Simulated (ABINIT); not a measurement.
# PbSe (Clausthalite) (P1) in ABINIT: convergence with nband

Aim: find how far nband must go before the results for PbSe (Clausthalite) settle, at LDA. This setting moves, with any that are tied to it; all else stays.

Program: ABINIT 10.8.3 (patched build). These are calculated values, not measurements. Logs are shortened: lines on timing, memory, paths and dates and some standing lists are left out, and cuts for length are marked. The log counts tension as positive stress, the text compression.

**1. The cell of the first run**

The typed cell holds 2 atoms: a = 4.328 Å, b = 4.328 Å, c = 4.328 Å, α = 60.00°, β = 60.00°, γ = 60.00°.

The cell isn't the ideal one: atoms moved at random, drawn with an rms of 0.05 Å.

**2. With nband 16**

The input, run.abi:

```
pp_dirpath "./"
pseudos "Pb.upf, Se.upf"

acell 3*1.0 Angstrom
rprim
     0.0000000000     3.0606500000     3.0606500000
     3.0606500000     0.0000000000     3.0606500000
     3.0606500000     3.0606500000     0.0000000000
ntypat 2
znucl 82 34
natom 2
typat 1 2
xred
    -0.0022480000    -0.0031650000    -0.0006020000
     0.5030880000     0.4999950000     0.4926990000
chkprim 0
chksymtnons 0
tolsym 1.0e-6

ecut 43.0

kptopt 1
ngkpt 4 4 4
nshiftk 1
shiftk 0.0 0.0 0.0

ixc 7

nband 16
occopt 4
tsmear 0.00183747

nstep 100
tolvrs 1.0e-10

iomode 3
prtwf 0
prtden 0
prteig 0
prtebands 0
```

Potentials or basis: PseudoDojo NC SR LDA v0.4.1 standard.

The run is started by

```sh
$ abinit run.abi > log 2>&1
```

run.abo:

```text
.Version 10.8.3 of ABINIT
 Symmetries : space group P1 (#  1); Bravais aP (primitive triclinic)
================================================================================
 Values of the parameters that define the memory need of the present run
     intxc =       0    ionmov =       0      iscf =       7    lmnmax =       6
     lnmax =       6     mgfft =      50  mpssoang =       3    mqgrid =    3001
     natom =       2  nloc_mem =       1    nspden =       1   nspinor =       1
    nsppol =       1      nsym =       1    n1xccc =    2501    ntypat =       2
    occopt =       4   xclevel =       1
       mpw =        5220          nfft =      125000          nkpt =          36
================================================================================
================================================================================

--------------------------------------------------------------------------------
------------- Echo of variables that govern the present computation ------------
--------------------------------------------------------------------------------
 -outvars: echo values of preprocessed input variables --------
            acell      1.8897261259E+00  1.8897261259E+00  1.8897261259E+00 Bohr
              amu      2.07200000E+02  7.89600000E+01
          chkprim           0
      chksymtnons           0
             ecut      4.30000000E+01 Hartree
              ixc           7
         kptrlatt        4    0    0      0    4    0      0    0    4
          kptrlen      3.27180586E+01
            natom           2
            nband          16
            ngfft          50      50      50
             nkpt          36
            nstep         100
             nsym           1
           ntypat           2
           occopt           4
           prtden           0
        prtebands           0
           prteig           0
[... 147 lines left out ...]
              =  1.000000000000  1.000000000000  1.000000000000 angstroms
 Fermi (or HOMO) energy (hartree) =   0.14892   Average Vxc (hartree)=  -0.38190
 Eigenvalues (hartree) for nkpt=  36  k points:
 kpt#   1, nband= 16, wtk=  0.01563, kpt=  0.0000  0.0000  0.0000 (reduced coord)
  -1.59372   -1.59372   -1.59362   -1.59361   -1.59360   -0.46566   -0.46566   -0.46560
  -0.46560   -0.46559   -0.35256   -0.08852    0.08063    0.08069    0.08071    0.31771
      occupation numbers for kpt#   1
   2.00000    2.00000    2.00000    2.00000    2.00000    2.00000    2.00000    2.00000
   2.00000    2.00000    2.00000    2.00000    2.00000    2.00000    2.00000    0.00000
 prteigrs : prtvol=0 or 1, do not print more k-points.

--- !EnergyTerms
iteration_state     : {dtset: 1, }
comment             : Components of total free energy in Hartree
kinetic             :  1.12757113981848E+02
hartree             :  4.99677385678711E+01
xc                  : -4.35930356932028E+01
Ewald energy        : -1.10674689205066E+02
psp_core            :  5.62214576614333E+00
local_psp           : -1.40394604932869E+02
non_local_psp       : -6.51650882336551E+01
internal            : -1.91480419748932E+02
'-kT*entropy'       :  1.46968473442374E-05
total_energy        : -1.91480405052084E+02
total_energy_eV     : -5.21044726040915E+03
band_energy         : -2.11507018872247E+01
...

 Cartesian components of stress tensor (hartree/bohr^3)
  sigma(1 1)=  7.34731870E-05  sigma(3 2)= -2.93726098E-07
  sigma(2 2)=  7.36954102E-05  sigma(3 1)= -8.52037973E-07
  sigma(3 3)=  7.22299960E-05  sigma(2 1)=  3.41209279E-08

-Cartesian components of stress tensor (GPa)         [Pressure= -2.1516E+00 GPa]
- sigma(1 1)=  2.16165579E+00  sigma(3 2)= -8.64172016E-03
- sigma(2 2)=  2.16819383E+00  sigma(3 1)= -2.50678226E-02
- sigma(3 3)=  2.12507985E+00  sigma(2 1)=  1.00387236E-03

== END DATASET(S) ==============================================================
================================================================================

 -outvars: echo values of variables after computation  --------
            acell      1.8897261259E+00  1.8897261259E+00  1.8897261259E+00 Bohr
           etotal     -1.9148040505E+02
            fcart      4.2242930645E-04  1.5995627415E-04 -1.0335923876E-03
                      -4.2242930645E-04 -1.5995627415E-04  1.0335923876E-03
            rprim      0.0000000000E+00  3.0606500000E+00  3.0606500000E+00
                       3.0606500000E+00  0.0000000000E+00  3.0606500000E+00
                       3.0606500000E+00  3.0606500000E+00  0.0000000000E+00
           strten      7.3473187032E-05  7.3695410212E-05  7.2229995965E-05
                      -2.9372609800E-07 -8.5203797322E-07  3.4120927906E-08
           xangst     -1.1529468550E-02 -8.7228525000E-03 -1.6567298450E-02
                       3.0382888911E+00  3.0477554815E+00  3.0700859839E+00
             xred     -2.2480000000E-03 -3.1650000000E-03 -6.0200000000E-04
                       5.0308800000E-01  4.9999500000E-01  4.9269900000E-01
 Calculation completed.
```

It took 2.1 min on 1 thread of Arm Neoverse V1, shared host; peak memory 0.12 GiB.

Results:

* Free energy: -5210.4473 eV
* Pressure: -2.2 GPa
* Largest force: 0.058 eV/Å
* Band gap on the k mesh: 0.20 eV, direct
* Valence electrons inside the program's atomic spheres: Pb 10.05; Se 13.22

**3. With nband 17**

run.abi, as its differences from that of step 2:

```diff
@@ -28,3 +28,3 @@
 
-nband 16
+nband 17
 occopt 4
```

Potentials or basis: PseudoDojo NC SR LDA v0.4.1 standard.

The run is started by

```sh
$ abinit run.abi > log 2>&1
```

Run time: 2 min. Hardware: 1 thread of Arm Neoverse V1, shared host; peak memory 0.12 GiB.

The run converged. Its results:

- Free energy: -5210.4473 eV
- Pressure: -2.2 GPa
- Largest force: 0.058 eV/Å
- Band gap on the k mesh: 0.20 eV, direct
- Valence electrons inside the program's atomic spheres: Pb 10.05; Se 13.22

**4. With nband 18**

run.abi, as its differences from that of step 3:

```diff
@@ -28,3 +28,3 @@
 
-nband 17
+nband 18
 occopt 4
```

The run is started by

```sh
$ abinit run.abi > log 2>&1
```

Run time: 2.2 min. Hardware: 1 thread of Arm Neoverse V1, shared host; peak memory 0.12 GiB.

It converged, with:

```
Free energy                                           : -5210.4473 eV
Pressure                                              : -2.2 GPa
Largest force                                         : 0.058 eV/Å
Band gap on the k mesh                                : 0.20 eV, direct
Valence electrons inside the program's atomic spheres : Pb 10.05; Se 13.22
```

**5. With nband 19**

run.abi, as its differences from that of step 4:

```diff
@@ -28,3 +28,3 @@
 
-nband 18
+nband 19
 occopt 4
```

The run is started by

```sh
$ abinit run.abi > log 2>&1
```

Wall time 2.3 min (1 thread of Arm Neoverse V1, shared host); peak memory 0.12 GiB.

The run converged. Its results:

| Quantity | Value |
| --- | --- |
| Free energy | -5210.4473 eV |
| Pressure | -2.2 GPa |
| Largest force | 0.058 eV/Å |
| Band gap on the k mesh | 0.20 eV, direct |
| Valence electrons inside the program's atomic spheres | Pb 10.05; Se 13.22 |

**6. With nband 20**

run.abi, as its differences from that of step 5:

```diff
@@ -28,3 +28,3 @@
 
-nband 19
+nband 20
 occopt 4
```

Potentials or basis: PseudoDojo NC SR LDA v0.4.1 standard.

The run is started by

```sh
$ abinit run.abi > log 2>&1
```

Run time: 2.3 min. Hardware: 1 thread of Arm Neoverse V1, shared host; peak memory 0.13 GiB.

It converged, with:

```
Free energy                                           : -5210.4473 eV
Pressure                                              : -2.2 GPa
Largest force                                         : 0.058 eV/Å
Band gap on the k mesh                                : 0.20 eV, direct
Valence electrons inside the program's atomic spheres : Pb 10.05; Se 13.22
```

**7. With nband 23**

run.abi, as its differences from that of step 6:

```diff
@@ -28,3 +28,3 @@
 
-nband 20
+nband 23
 occopt 4
```

The run is started by

```sh
$ abinit run.abi > log 2>&1
```

Run time: 2.7 min. Hardware: 1 thread of Arm Neoverse V1, shared host; peak memory 0.14 GiB.

Results (log left out):

```
Free energy                                           : -5210.4473 eV
Pressure                                              : -2.2 GPa
Largest force                                         : 0.058 eV/Å
Band gap on the k mesh                                : 0.20 eV, direct
Valence electrons inside the program's atomic spheres : Pb 10.05; Se 13.22
```

**8. With nband 29**

run.abi, as its differences from that of step 7:

```diff
@@ -28,3 +28,3 @@
 
-nband 23
+nband 29
 occopt 4
```

The run is started by

```sh
$ abinit run.abi > log 2>&1
```

It took 3.4 min on 1 thread of Arm Neoverse V1, shared host; peak memory 0.15 GiB.

Results (log left out):

- Free energy: -5210.4473 eV
- Pressure: -2.2 GPa
- Largest force: 0.058 eV/Å
- Band gap on the k mesh: 0.20 eV, direct
- Valence electrons inside the program's atomic spheres: Pb 10.05; Se 13.22

**9. Summary**

| nband | energy less the tightest run (meV/atom) | SCF cycles | CPU time (s) | peak memory (GiB) |
| --- | --- | --- | --- | --- |
| 16 | 0.00 | 13 | 120 | 0.12 |
| 17 | 0.00 | 12 | 120 | 0.12 |
| 18 | 0.00 | 12 | 130 | 0.12 |
| 19 | 0.00 | 12 | 140 | 0.12 |
| 20 | 0.00 | 11 | 140 | 0.13 |
| 23 | 0.00 | 11 | 160 | 0.14 |
| 29 | 0.00 | 11 | 200 | 0.15 |

Against the tightest run, the energy stays within 1 meV/atom from 16 on. The tightest run that finished is the yardstick and may itself not be fully converged.

Caveats: all runs use coarse meshes; spin-orbit coupling is left out, which as a rule narrows the gap of such compounds by several tenths of an eV.
